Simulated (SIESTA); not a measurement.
Crystal: FeO (Wuestite).

```xyz
2
Lattice="0.0000 2.1554 2.1554 2.1554 0.0000 2.1554 2.1554 2.1554 0.0000" Properties=species:S:1:pos:R:3 pbc="T T T"
Fe    0.0000    0.0000    0.0000
O     2.1554    2.1554    2.1554
```

Base run:

| Quantity | Value |
| --- | --- |
| Program | SIESTA 5.4.2 |
| Functional | vdW-DF |
| Potentials or basis | PseudoDojo 0.4 standard (PBE files) |
| Basis | DZP (energy shift 0.003 Ry; two zetas on semicore shells) |
| Grid cutoff | 800 Ry |
| Energy shift | 0.003 Ry |
| k mesh | 8 × 8 × 8 |
| Occupations | fermi-dirac, width 0.05 eV |
| Spin | collinear spin, ferromagnetic start |
| Starting moments | [3.0, 0.0] μB |

Its results: band gap on the k mesh none (metal or under the smearing width); pressure 8.0 GPa; net moment 4.00 μB per cell; site moments Fe +3.68; O +0.32 μB.

Task: After a change of settings the same cell gave: band gap on the k mesh none (metal or under the smearing width); pressure -0.8 GPa; net moment 4.00 μB per cell; site moments Fe +3.68; O +0.32 μB. Which change was it?
A. functional from vdW-DF to optB88-vdW
B. functional from vdW-DF to VV10
C. functional from vdW-DF to vdW-DF-C09
D. functional from vdW-DF to vdW-DF-cx

Result: A.

Caveats: short orbitals over semicore shells can move pressures by several GPa; the potentials were made for another functional, which shifts forces and pressure; the basis of atomic orbitals isn't converged, which shifts pressures, moduli and gaps; a cell with one magnetic atom can't hold antiferromagnetic order, which such compounds often take; semilocal functionals often make such compounds metallic where correlation or magnetic order opens a gap, which also shifts bond lengths.

Runs at the PBE level aren't shown here.
